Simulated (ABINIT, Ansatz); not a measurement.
## KI (Fm-3m): a worked LO-TO splitting

Wanted: the LO mode of KI (Fm-3m) from the TO mode and the field response.

Main program and level: ABINIT 10.8.3; DFT LDA, scalar-relativistic, plane waves, PseudoDojo norm-conserving pseudopotentials.

**1. Set-up**

It takes space group Fm-3m (No. 225, cubic). Conventional cell: a = 6.818 Å, b = 6.818 Å, c = 6.818 Å, α = 90.00°, β = 90.00°, γ = 90.00°. K has 6 I at 3.41 Å nearest. Nearest to I lie 6 K at 3.41 Å. Farther neighbours and most contacts between anions are not listed.

Coordinates:

```xyz
2
Lattice="0.0000 3.4088 3.4088 3.4088 0.0000 3.4088 3.4088 3.4088 0.0000" Properties=species:S:1:pos:R:3 pbc="T T T"
K     0.0000    0.0000    0.0000
I     3.4088    3.4088    3.4088
```

This is the cell after its relaxation at this level of theory, not the database cell from which that began.

**2. What the response run gave**

A linear-response run on the relaxed cell, with the response to an electric field; only its zone-centre results are used. Cutoff 32 Ha, k mesh 4×4×4 with shifts.

Numbers of over 12 decimals in the logs are rounded to 6 here.

The log of the run:

```text
[banners, grids, parts of the stress and lines that vanish by symmetry left out]
- input  file    -> dfpt_gamma.abi
- output file    -> dfpt_gamma.abo
- root for input  files -> dfpt_gammai
[...]
DATASET    1 : space group Fm -3 m (#225); Bravais cF (face-center cubic)
[...]
nfft =      110592          nkpt =         128
[...]
DATASET    2 : space group Fm -3 m (#225); Bravais cF (face-center cubic)
[...]
nfft =      110592          nkpt =         128
[...]
DATASET    3 : space group Fm -3 m (#225); Bravais cF (face-center cubic)
[...]
mpw =        4646          nfft =      110592          nkpt =         128
[...]
== DATASET  1 ==================================================================
[...]
cutoff_energies: {ecut:  32.0, pawecutdg:  -1.0, }
[...]
- 53.00000   7.00000  180309                  znucl, zion, pspdat
[...]
Perturbation : derivative vs k along direction   1
[...]
-ETOT  1  -11.526231457421     -1.153E+01 2.841E-02 0.000E+00
 ETOT  2  -11.580273581496     -5.404E-02 1.230E-03 0.000E+00
 ETOT  3  -11.580927605611     -6.540E-04 2.693E-05 0.000E+00
 ETOT  4  -11.580938893852     -1.129E-05 1.216E-06 0.000E+00
 ETOT  5  -11.580939144485     -2.506E-07 3.985E-08 0.000E+00
[...]
At SCF step   15   max residual=  9.93E-21 < tolwfr=  1.00E-20 =>converged.
[...]
Perturbation : derivative vs k along direction   2
[...]
-ETOT  1  -11.526231457232     -1.153E+01 2.841E-02 0.000E+00
[...]
At SCF step   15   max residual=  9.93E-21 < tolwfr=  1.00E-20 =>converged.
[...]
Perturbation : derivative vs k along direction   3
[...]
-ETOT  1  -11.526231457043     -1.153E+01 2.841E-02 0.000E+00
[...]
At SCF step   15   max residual=  9.93E-21 < tolwfr=  1.00E-20 =>converged.
[...]
1        1       1.6687352570   -0.0000000000
     1        2       0.8343676285    0.0000000000
     1        3       0.8343676285   -0.0000000000
     2        1       0.8343676285    0.0000000000
     2        2       1.6687352570    0.0000000000
     2        3       0.8343676285   -0.0000000000
     3        1       0.8343676285   -0.0000000000
     3        2       0.8343676285   -0.0000000000
     3        3       1.6687352570   -0.0000000000
[...]
== DATASET  2 ==================================================================
[...]
cutoff_energies: {ecut:  32.0, pawecutdg:  -1.0, }
[...]
Perturbation : displacement of atom   1   along direction   1
[...]
1    4   1    4         3.1219018253        -0.0000000000
   1    4   2    4         0.0000000000        -0.0000000000
   1    4   3    4         0.0000000000        -0.0000000000
   2    4   1    4         0.0000000000        -0.0000000000
   2    4   2    4         3.1219018253        -0.0000000000
   2    4   3    4         0.0000000000        -0.0000000000
   3    4   1    4         0.0000000000        -0.0000000000
   3    4   2    4         0.0000000000        -0.0000000000
   3    4   3    4         3.1219018253        -0.0000000000
  Effective charges, in cartesian coordinates,
[...]
1    1   1    4         1.1062228804         0.0000000000
   2    1   1    4        -0.0000000000         0.0000000000
   3    1   1    4         0.0000000000         0.0000000000
   1    2   1    4        -1.1058247233         0.0000000000
   2    2   1    4         0.0000000000         0.0000000000
[...]
Effective charges, in cartesian coordinates,
[...]
2    4   1    2         0.0000000000         0.0000000000
   3    4   1    2         0.0000000000         0.0000000000
   1    4   2    2         0.0000000000         0.0000000000
   2    4   2    2        -1.1058247326         0.0000000000
   3    4   2    2        -0.0000000000         0.0000000000
   1    4   3    2         0.0000000000         0.0000000000
   2    4   3    2        -0.0000000000         0.0000000000
   3    4   3    2        -1.1058247326         0.0000000000
  Phonon wavevector (reduced coordinates) :  0.00000  0.00000  0.00000
 Phonon energies in Hartree :
[...]
Phonon frequencies in cm-1    :
-  3.114865E-01  3.114867E-01  3.114871E-01  1.147115E+02  1.147115E+02
-  1.147115E+02
  Phonon at Gamma, with non-analyticity in the
[...]
Phonon energies in Hartree :
[...]
Phonon frequencies in cm-1    :
-  3.114865E-01  3.114867E-01  3.116423E-01  1.147115E+02  1.147115E+02
-  1.459549E+02
  Phonon at Gamma, with non-analyticity in the
[...]
Phonon energies in Hartree :
[...]
Phonon frequencies in cm-1    :
-  3.114865E-01  3.114871E-01  3.116419E-01  1.147115E+02  1.147115E+02
-  1.459549E+02
  Phonon at Gamma, with non-analyticity in the
[...]
Phonon energies in Hartree :
[...]
Phonon frequencies in cm-1    :
-  3.114867E-01  3.114871E-01  3.116418E-01  1.147115E+02  1.147115E+02
-  1.459549E+02
[...]
== DATASET  3 ==================================================================
[...]
cutoff_energies: {ecut:  32.0, pawecutdg:  -1.0, }
[...]
1          1       -0.000000000       -0.000000000       -0.000000000
[...]
1          2       -0.000000000       -0.000000000       -0.000000000
[...]
1          3       -0.000000000       -0.000000000       -0.000000000
[...]
2          1       -0.000000000       -0.000000000       -0.000000000
[...]
2          2       -0.000000000       -0.000000000       -0.000000000
[...]
2          3       -0.000000000       -0.000000000       -0.000000000
[...]
strten2     0.0000000000E+00  0.0000000000E+00  0.0000000000E+00
           strten3     0.0000000000E+00  0.0000000000E+00  0.0000000000E+00
================================================================================
```

```csv
quantity,value
cell volume Ω (Å³),79.223
mass of K (u),39.098
mass of I (u),126.904
"Born charge of K, raw (e)",1.106
"Born charge of I, raw (e)",-1.106
ε∞,3.122
ω(TO) after the sum rule (cm⁻¹),114.7
```

**3. The calculation**

The charges must sum to zero over the cell; taking off their mean, 0.000 e, leaves Z* = 1.106 e on K. In the polar mode K moves against I, so the reduced mass is μ = 39.10 × 126.90 / 166.00 = 29.890 u.

A longitudinal wave builds up a field that adds to the restoring force: ω(LO)² = ω(TO)² + 4π Z*² / (μ Ω ε∞), in Hartree atomic units. With μ = 54485 electron masses and Ω = 534.62 bohr³ the second term is 1.6903e-07 Ha², or 8142 cm⁻² (1 Ha = 219474.6 cm⁻¹).

So ω(LO) = √(13158 + 8142) = 145.9 cm⁻¹, and by the Lyddane-Sachs-Teller relation ε₀ = ε∞ (ω(LO)/ω(TO))² = 5.05.

**4. Check against the program**

The analysis program adds the same non-analytic term to the full matrix.

The log of the run:

```text
[banners, grids, parts of the stress and lines that vanish by symmetry left out]
-outvars_anaddb: echo values of input variables ----------------------

 Flags :
[...]
Dielectric Tensor and Effective Charges
[...]
Effective charge tensors after
[...]
1          1       -0.000000000       -0.000000000       -0.000000000
[...]
1          2       -0.000000000       -0.000000000       -0.000000000
[...]
1          3       -0.000000000       -0.000000000       -0.000000000
[...]
2          1       -0.000000000       -0.000000000       -0.000000000
[...]
2          2       -0.000000000       -0.000000000       -0.000000000
[...]
2          3       -0.000000000       -0.000000000       -0.000000000
[...]
Phonon wavevector (reduced coordinates) :  0.00000  0.00000  0.00000
 Phonon energies in Hartree :
[...]
Phonon energies in meV     :
-  0.000000E+00  0.000000E+00  0.000000E+00  1.422223E+01  1.422223E+01
-  1.422223E+01
 Phonon frequencies in cm-1    :
-  0.000000E+00  0.000000E+00  0.000000E+00  1.147100E+02  1.147100E+02
-  1.147100E+02
 Phonon frequencies in Thz     :
-  0.000000E+00  0.000000E+00  0.000000E+00  3.438919E+00  3.438919E+00
-  3.438919E+00
 Phonon energies in Kelvin  :
-  0.000000E+00  0.000000E+00  0.000000E+00  1.650421E+02  1.650421E+02
-  1.650421E+02
[...]
-  1  0.00000000E+00  0.00000000E+00 -1.81786949E-03
-     0.00000000E+00  0.00000000E+00  0.00000000E+00
-  2  0.00000000E+00  0.00000000E+00 -1.81786719E-03
-     0.00000000E+00  0.00000000E+00  0.00000000E+00
[...]
-  1  0.00000000E+00  1.81786949E-03  0.00000000E+00
-     0.00000000E+00  0.00000000E+00  0.00000000E+00
-  2  0.00000000E+00  1.81786719E-03  0.00000000E+00
-     0.00000000E+00  0.00000000E+00  0.00000000E+00
[...]
-  1  1.81786949E-03  0.00000000E+00  0.00000000E+00
-     0.00000000E+00  0.00000000E+00  0.00000000E+00
-  2  1.81786719E-03  0.00000000E+00  0.00000000E+00
-     0.00000000E+00  0.00000000E+00  0.00000000E+00
[...]
-  1  0.00000000E+00  1.76907202E-07 -3.27507820E-03
-     0.00000000E+00  0.00000000E+00  0.00000000E+00
-  2  0.00000000E+00  0.00000000E+00  1.00902791E-03
-     0.00000000E+00  0.00000000E+00  0.00000000E+00
[...]
-  1  2.22136051E-07  3.27507819E-03  1.76909826E-07
-     0.00000000E+00  0.00000000E+00  0.00000000E+00
-  2  0.00000000E+00 -1.00902791E-03  0.00000000E+00
-     0.00000000E+00  0.00000000E+00  0.00000000E+00
[...]
-  1  3.27507820E-03 -2.22138140E-07  0.00000000E+00
-     0.00000000E+00  0.00000000E+00  0.00000000E+00
-  2 -1.00902791E-03  0.00000000E+00  0.00000000E+00
[...]
-  1.809530E+01
 Phonon frequencies in cm-1    :
-  0.000000E+00  0.000000E+00  0.000000E+00  1.147100E+02  1.147100E+02
-  1.459484E+02
 Phonon frequencies in Thz     :
-  0.000000E+00  0.000000E+00  0.000000E+00  3.438919E+00  3.438919E+00
-  4.375424E+00
 Phonon energies in Kelvin  :
-  0.000000E+00  0.000000E+00  0.000000E+00  1.650421E+02  1.650421E+02
-  2.099872E+02
[...]
-  1  0.00000000E+00  0.00000000E+00 -1.81786949E-03
[...]
-  2  0.00000000E+00  0.00000000E+00 -1.81786719E-03
[...]
Phonon at Gamma, with non-analyticity in the
[...]
Phonon energies in Hartree :
[...]
Phonon energies in meV     :
-  0.000000E+00  0.000000E+00  0.000000E+00  1.422223E+01  1.422223E+01
-  1.809530E+01
 Phonon frequencies in cm-1    :
-  0.000000E+00  0.000000E+00  0.000000E+00  1.147100E+02  1.147100E+02
-  1.459484E+02
 Phonon frequencies in Thz     :
-  0.000000E+00  0.000000E+00  0.000000E+00  3.438919E+00  3.438919E+00
-  4.375424E+00
 Phonon energies in Kelvin  :
-  0.000000E+00  0.000000E+00  0.000000E+00  1.650421E+02  1.650421E+02
-  2.099872E+02
[...]
Phonon at Gamma, with non-analyticity in the
[...]
Phonon energies in Hartree :
[...]
Phonon energies in meV     :
-  0.000000E+00  0.000000E+00  0.000000E+00  1.422223E+01  1.422223E+01
-  1.809530E+01
 Phonon frequencies in cm-1    :
-  0.000000E+00  0.000000E+00  0.000000E+00  1.147100E+02  1.147100E+02
-  1.459484E+02
 Phonon frequencies in Thz     :
-  0.000000E+00  0.000000E+00  0.000000E+00  3.438919E+00  3.438919E+00
-  4.375424E+00
 Phonon energies in Kelvin  :
-  0.000000E+00  0.000000E+00  0.000000E+00  1.650421E+02  1.650421E+02
-  2.099872E+02
[...]
-  1  3.33848499E-06 -1.81783887E-03 -9.96872097E-06
[...]
-  2  3.33818681E-06 -1.81783686E-03 -9.96900232E-06
[...]
-  1  1.81786452E-03  3.32440860E-06  2.49325808E-06
[...]
-  2  1.81786251E-03  3.32469822E-06  2.49354875E-06
[...]
-  1  3.52991474E-04  2.11906877E-03 -2.47206024E-03
[...]
-  2 -1.08754120E-04 -6.52869762E-04  7.61623882E-04
[...]
-  1  2.65068957E-03 -1.63104437E-03 -1.01964520E-03
[...]
-  2 -8.16658286E-04  5.02512974E-04  3.14145312E-04
[...]
-         0.000000000       0.000000000       0.000000000
-         0.000000000       0.000000000       0.000000000
[...]
-         0.000000000       0.000000000       0.000000000
-         0.000000000       0.000000000       0.000000000
-         0.000000000       0.000000000       0.000000000
[...]
-         0.000000000       0.000000000       0.000000000
-         0.000000000       0.000000000       0.000000000
-         0.000000000       0.000000000       0.000000000
[...]
Direction                     Dielectric constant
[...]
0.00000   0.00000   1.00000      5.05377206
   1.00000   1.00000   1.00000      5.05377206
-
```

```csv
quantity,by hand,program
ω(LO) (cm⁻¹),145.9,145.9
ε₀,5.05,5.05
```

**5. Summary of results**

| Quantity | Value |
| --- | --- |
| TO mode | 114.7 cm⁻¹ |
| LO mode | 145.9 cm⁻¹ |
| static dielectric constant | 5.054 |

The LO mode of KI (Fm-3m) lies at 146 cm⁻¹, 31 cm⁻¹ above the TO mode; the formula meets the program within 0.1 cm⁻¹, as it must for a cubic crystal with one polar mode. ω(LO)² − ω(TO)² goes with Z*²/ε∞: an error of 5 % in ε∞ would move the LO mode by 1.3 cm⁻¹, and semilocal functionals tend to overestimate ε∞. These are harmonic values at zero temperature, at the volume of this functional, for the structure held cubic; stability elsewhere in the zone is no part of this calculation.

[Host names and launcher messages were left out of these logs when they were recorded.]

[Logs are printed without paths, hosts, clocks, repeated set-up lines and the standing remarks that a program may print on its own settings, such as how far it seeks lower states.]

[Hosts, paths, dates, database ids (printed as entryN), source tags and the programs' standing remarks are cut or masked in the printed files.]
